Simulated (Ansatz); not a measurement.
# Gallium, fcc under BLYP: structure, energy and stiffness, part 2 of 2

What does BLYP give for gallium in the fcc structure? We relax it, solve it on a dense k-mesh, then scale the cell to 7 volumes from 88 to 112 % of the relaxed one and try a fit of the equation of state. Spin polarisation is left out. The k-meshes are 13×13×13 for the relaxation; 20×20×20 for the dense run; 20×20×20 for the volumes.

Ansatz 0.2.0; DFT, BLYP, plane waves (420 eV) with PAW, scalar-relativistic.

## 7. Volume × 1.0

File input.yaml:

```yaml
crystal:
  lattice:
    - [0.0, 2.2108575615, 2.2108575615]
    - [2.2108575615, 0.0, 2.2108575615]
    - [2.2108575615, 2.2108575615, 0.0]
  atoms:
    - { symbol: Ga, position: [0.0, 0.0, 0.0] }
hamiltonian:
  xc: blyp
  pseudopotentials:
    kind: paw
    azcp:
      Ga: "pseudopotentials/Ga.paw.azcp"
basis:
  ecutwfc: 420
  fft_grid_basis: typed
kpoints:
  mp_grid: { grid: [20, 20, 20], shift: [0, 0, 0] }
magnetization:
  spin_polarized: false
scf:
  occupations: { method: fermi_dirac, width: 0.1 }
output:
  stress: true
```

What it wrote, cut to the lines that bear on the results:

```text
Warning: RAYON_NUM_THREADS=2 ignored (pool sized by the plan → 2); use --threads N
[...]
Pseudopotentials: kind: paw
Pseudopotential: Ga, paw, valence charge 13, recommended cutoff 420 eV (normal), <dir>
Functional definition: BLYP
[...]
Crystal: 1 atoms, lattice volume = 21.613 Å³
Basis set: ecut = 420 eV, 411 PW (Γ), exchange–correlation on 48×48×48 points (8 copies of the dense FFT grid, shifted against one another)
Bands: 11, of which v1, the nominal top of the filled ones, is band 7 counted from 1 (6 counted from 0)
Symmetry: 48 space group operations
Space group: Fm-3m (ITA 225), of the structure as read, at distance tolerance 2.8e-5 Å
k-points: 256 of 8000
[...]
SCF iter   1: F=—  HF=-3792.780616 eV  |F-HF|=—  |Δ(HF+E_count)|=         —  Δρ=7.30e-3  dr2=7.33e-3  ethr=1.77e-3  ⟨swp⟩=5.1  Hψ=16708  notcnv=0
[...]
SCF iter   7: F=-3792.779443 eV  HF=-3792.779443 eV  |F-HF|=6.53e-9  |Δ(HF+E_count)|=   3.23e-8  Δρ=1.01e-5  dr2=1.39e-8  ethr=7.69e-10  ⟨swp⟩=2.4  Hψ=9921  notcnv=0
[...]
SCF converged after 7 iterations
Free energy (F): -3792.779443 eV
[...]
E sigma→0 (E₀):  -3792.771696 eV
Entropy (-TS):   -0.015494 eV (-15.494 meV/atom)
Fermi energy:    8.439268 eV
[...]
--- Stress (GPa, compression-positive) ---
        0.021204       0.000000       0.000000
        0.000000       0.021204      -0.000000
        0.000000       0.000000       0.021204
  P = ⅓ Tr σ = 0.0212 GPa (0.212 kbar)
```

Wall time 2.6 s (2 threads of an Arm CPU, shared host); peak memory 0.33 GiB.

## 8. Volume × 1.04

Edit input.yaml of step 7 so:

```diff
@@ -2,5 +2,5 @@
   lattice:
-    - [0.0, 2.2108575615, 2.2108575615]
-    - [2.2108575615, 0.0, 2.2108575615]
-    - [2.2108575615, 2.2108575615, 0.0]
+    - [0.0, 2.2399511289, 2.2399511289]
+    - [2.2399511289, 0.0, 2.2399511289]
+    - [2.2399511289, 2.2399511289, 0.0]
   atoms:
```

What it wrote, cut to the lines that bear on the results:

```text
Warning: RAYON_NUM_THREADS=2 ignored (pool sized by the plan → 2); use --threads N
[...]
[... 3 set-up lines as earlier in the session ...]
[...]
Crystal: 1 atoms, lattice volume = 22.477 Å³
Basis set: ecut = 420 eV, 459 PW (Γ), exchange–correlation on 48×48×48 points (8 copies of the dense FFT grid, shifted against one another)
Bands: 11, of which v1, the nominal top of the filled ones, is band 7 counted from 1 (6 counted from 0)
[... 2 set-up lines as earlier in the session ...]
k-points: 256 of 8000
[...]
SCF iter   1: F=—  HF=-3792.777668 eV  |F-HF|=—  |Δ(HF+E_count)|=         —  Δρ=7.13e-3  dr2=7.45e-3  ethr=1.77e-3  ⟨swp⟩=5.2  Hψ=16712  notcnv=0
[...]
SCF iter   7: F=-3792.776497 eV  HF=-3792.776497 eV  |F-HF|=7.96e-10  |Δ(HF+E_count)|=   7.05e-8  Δρ=9.79e-6  dr2=1.42e-8  ethr=7.69e-10  ⟨swp⟩=4.0  Hψ=8276  notcnv=0
[...]
SCF converged after 7 iterations
Free energy (F): -3792.776497 eV
[...]
E sigma→0 (E₀):  -3792.768427 eV
Entropy (-TS):   -0.016139 eV (-16.139 meV/atom)
Fermi energy:    7.976458 eV
[...]
--- Stress (GPa, compression-positive) ---
       -1.071319      -0.000000      -0.000000
       -0.000000      -1.071319       0.000000
       -0.000000      -0.000000      -1.071319
  P = ⅓ Tr σ = -1.0713 GPa (-10.713 kbar)
```

Run time: 2.5 s. Hardware: 2 threads of an Arm CPU, shared host; peak memory 0.33 GiB.

## 9. Volume × 1.08

Edit input.yaml of step 8 so:

```diff
@@ -2,5 +2,5 @@
   lattice:
-    - [0.0, 2.2399511289, 2.2399511289]
-    - [2.2399511289, 0.0, 2.2399511289]
-    - [2.2399511289, 2.2399511289, 0.0]
+    - [0.0, 2.268307951, 2.268307951]
+    - [2.268307951, 0.0, 2.268307951]
+    - [2.268307951, 2.268307951, 0.0]
   atoms:
```

What it wrote, cut to the lines that bear on the results:

```text
Warning: RAYON_NUM_THREADS=2 ignored (pool sized by the plan → 2); use --threads N
[...]
[... 3 set-up lines as earlier in the session ...]
[...]
Crystal: 1 atoms, lattice volume = 23.342 Å³
Basis set: ecut = 420 eV, 459 PW (Γ), exchange–correlation on 48×48×48 points (8 copies of the dense FFT grid, shifted against one another)
Bands: 11, of which v1, the nominal top of the filled ones, is band 7 counted from 1 (6 counted from 0)
[... 1 set-up line as earlier in the session ...]
Space group: Fm-3m (ITA 225), of the structure as read, at distance tolerance 2.9e-5 Å
k-points: 256 of 8000
[...]
SCF iter   1: F=—  HF=-3792.769471 eV  |F-HF|=—  |Δ(HF+E_count)|=         —  Δρ=7.01e-3  dr2=7.65e-3  ethr=1.77e-3  ⟨swp⟩=5.1  Hψ=16346  notcnv=0
[...]
SCF iter   6: F=-3792.768286 eV  HF=-3792.768286 eV  |F-HF|=4.89e-8  |Δ(HF+E_count)|=   4.76e-7  Δρ=2.47e-5  dr2=9.68e-8  ethr=7.69e-10  ⟨swp⟩=4.0  Hψ=8846  notcnv=0
[...]
SCF converged after 6 iterations
Free energy (F): -3792.768286 eV
[...]
E sigma→0 (E₀):  -3792.759889 eV
Entropy (-TS):   -0.016794 eV (-16.794 meV/atom)
Fermi energy:    7.549660 eV
[...]
--- Stress (GPa, compression-positive) ---
       -1.938926       0.000000       0.000000
        0.000000      -1.938926       0.000000
        0.000000       0.000000      -1.938926
  P = ⅓ Tr σ = -1.9389 GPa (-19.389 kbar)
```

It took 2.2 s on 2 threads of an Arm CPU, shared host; peak memory 0.34 GiB.

## 10. Volume × 1.12

Edit input.yaml of step 9 so:

```diff
@@ -2,5 +2,5 @@
   lattice:
-    - [0.0, 2.268307951, 2.268307951]
-    - [2.268307951, 0.0, 2.268307951]
-    - [2.268307951, 2.268307951, 0.0]
+    - [0.0, 2.2959729696, 2.2959729696]
+    - [2.2959729696, 0.0, 2.2959729696]
+    - [2.2959729696, 2.2959729696, 0.0]
   atoms:
```

What it wrote, cut to the lines that bear on the results:

```text
Warning: RAYON_NUM_THREADS=2 ignored (pool sized by the plan → 2); use --threads N
[...]
[... 3 set-up lines as earlier in the session ...]
[...]
Crystal: 1 atoms, lattice volume = 24.206 Å³
Basis set: ecut = 420 eV, 459 PW (Γ), exchange–correlation on 48×48×48 points (8 copies of the dense FFT grid, shifted against one another)
Bands: 11, of which v1, the nominal top of the filled ones, is band 7 counted from 1 (6 counted from 0)
[... 2 set-up lines as earlier in the session ...]
k-points: 256 of 8000
[...]
SCF iter   1: F=—  HF=-3792.757126 eV  |F-HF|=—  |Δ(HF+E_count)|=         —  Δρ=6.97e-3  dr2=7.98e-3  ethr=1.77e-3  ⟨swp⟩=5.2  Hψ=16365  notcnv=0
[...]
SCF iter   6: F=-3792.755899 eV  HF=-3792.755899 eV  |F-HF|=7.26e-8  |Δ(HF+E_count)|=   4.49e-7  Δρ=1.61e-5  dr2=4.58e-8  ethr=7.69e-10  ⟨swp⟩=4.0  Hψ=8854  notcnv=0
[...]
SCF converged after 6 iterations
Free energy (F): -3792.755899 eV
[...]
E sigma→0 (E₀):  -3792.747151 eV
Entropy (-TS):   -0.017497 eV (-17.497 meV/atom)
Fermi energy:    7.155815 eV
[...]
--- Stress (GPa, compression-positive) ---
       -2.625430       0.000000       0.000000
        0.000000      -2.625430      -0.000000
        0.000000      -0.000000      -2.625430
  P = ⅓ Tr σ = -2.6254 GPa (-26.254 kbar)
```

Run time: 2.6 s. Hardware: 2 threads of an Arm CPU, shared host; peak memory 0.34 GiB.

## 11. The equation of state

All volumes keep the relaxed shape and fractional coordinates.

```
V (Å³/atom)  E − E₀ (meV/atom)  P from the stress (GPa)  P from the fit (GPa)
     19.019               37.1                     5.34                  5.24
     19.884               15.0                     3.13                  3.06
     20.748                3.3                     1.40                  1.33
     21.613                0.0                     0.02                 -0.04
     22.477                3.3                    -1.07                 -1.13
     23.342               11.8                    -1.94                 -2.00
     24.206               24.6                    -2.63                 -2.69
```

Fit (Birch-Murnaghan, third order): V₀ = 21.583 Å³/atom, B₀ = 31 GPa, B₀′ = 4.7, largest residual 0.02 meV/atom.

Fit and stress differ a little: one follows E(σ → 0), the other the smeared free energy.

## 12. Outcome

The summary covers parts 1 to 2.

| quantity | value |
| --- | --- |
| space group (spins left aside) | Fm-3m (No. 225) |
| conventional cell | a = 4.422 Å |
| volume | 21.613 Å³/atom |
| shortest distance | 3.127 Å |
| gap on the mesh | none (levels filled in part) |
| relative to alpha-Ga (Cmce) | +86 meV/atom |
| V₀, B₀, B₀′ | 21.583 Å³/atom, 31 GPa, 4.7 |

From the guessed start the volume grew by 10.3 % in 5 steps. Against the reference form of gallium (alpha-Ga (Cmce), computed apart with the same settings) it stands 86 meV/atom higher. Levels at the Fermi energy are filled in part, as in a metal. B₀ comes out at 31 GPa. The symmetry was held, so the structure may be unstable against distortions that break it.
